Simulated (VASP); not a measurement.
Runs of VASP 6.6.1 on LiH. It takes space group Fm-3m (No. 225, cubic). Conventional cell: a = 4.074 Å, b = 4.074 Å, c = 4.074 Å, α = 90.00°, β = 90.00°, γ = 90.00°. Li (site symmetry m-3m) has 6 H at 2.04 Å as nearest neighbours. Around H (site symmetry m-3m) lie 6 Li at 2.04 Å. 

```tsv
level	exchange at q = 0	share of exact exchange	screening parameter	gap on the mesh (eV)
r2SCAN-EpsX	truncated	0.2319	-	5.01
PBE0	truncated	-	-	4.68
HSE06	-	-	0.2 1/A	(a)
HSE03	-	-	-	3.80
```

Alike in all rows: task band structure; potentials or basis VASP PAW PBE potentials, release 64 (Li_sv, H); no spin polarisation; cell as given; k mesh 8 × 8 × 8; cutoff (eV) 520; smearing gaussian 0.02 eV.

Question: Estimate the missing entries.

Answer: (a) 4.01.

